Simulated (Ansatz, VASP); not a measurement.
**Al in VASP and in Ansatz**

```
CELL_PARAMETERS angstrom
-2.49320 2.49320 1.36009
2.49320 -2.49320 1.36009
2.49320 2.49320 -1.36009
ATOMIC_POSITIONS crystal
Al 0.00000 0.00000 0.00000
Al 0.75000 0.25000 0.50000
```

Alike in both runs: task single point; functional r2SCAN; k mesh 8 × 8 × 8; occupations gaussian, width 0.1 eV; no spin polarisation.

```csv
,VASP,Ansatz
version,VASP 6.6.1,Ansatz 0.2.0
potentials or method,"VASP PAW PBE potentials, release 64 (Al)","scalar-relativistic, plane waves, PAW"
plane-wave cutoff (eV),520,500
valence electrons in the cell,6,6
```

|  | VASP | Ansatz | Ansatz less VASP |
| --- | --- | --- | --- |
| gap on the k mesh at the Fermi level (eV) | none | none | - |
| pressure (GPa) | 8.4 | 8.6 | +0.24 |
| largest component of the traceless stress (GPa) | 10.42 | 10.45 | +0.026 |

A gap of «none» marks a metal or a gap that the smearing closes. With one functional, cell and mesh, what is left measures potentials, basis and numerics.

Caveats: the PAW data sets were made with another functional, which shifts forces and pressure a little (VASP).
